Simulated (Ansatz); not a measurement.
Wanted: the native input for an Ansatz 0.2.0 run.

```
Task                : single point
Functional          : PBE
Potentials or basis : all-electron LAPW, scalar-relativistic
Cutoff              : 188 eV (chosen from the basis error)
Basis error allowed : 0.001 eV/atom
k mesh              : 8 × 8 × 8
Occupations         : gaussian, width 0.029 eV
Spin                : no spin polarisation
```

The system is PbSe (Clausthalite).

```
Pb Se
1.0
     0.00000    3.06065    3.06065
     3.06065    0.00000    3.06065
     3.06065    3.06065    0.00000
Pb Se
1 1
Direct
  0.00000 0.00000 0.00000
  0.50000 0.50000 0.50000
```

The input as run:

input.yaml

```yaml
crystal:
  lattice:
    - [0.0, 3.06065, 3.06065]
    - [3.06065, 0.0, 3.06065]
    - [3.06065, 3.06065, 0.0]
  atoms:
    - { symbol: Pb, position: [0.0, 0.0, 0.0] }
    - { symbol: Se, position: [0.5, 0.5, 0.5] }
kpoints:
  mp_grid: { grid: [8, 8, 8] }
scf:
  occupations: { method: gaussian, width: 0.029 }
hamiltonian:
  xc: pbe
  pseudopotentials: { kind: all_electron, lapw: { basis_error: 0.001 } }
output:
  forces: true
  stress: true
  eigenvalues: true
```

Potentials or basis: all-electron LAPW, scalar-relativistic.

Command:

```console
$ ansatz run input.yaml --threads 1 --pin off --max-ram 3072MiB --backend cpu --events-out ev --progress --plain --runs-dir out
```

Results of the run:

- Pressure: 2.4 GPa
- Band gap on the k mesh: 0.28 eV, direct

Caveat: spin-orbit coupling is left out, which as a rule narrows the gap of such compounds by several tenths of an eV.

It took 7.2 s on 1 thread of Arm Neoverse V2, with other jobs on the host, peak memory 0.29 GiB.
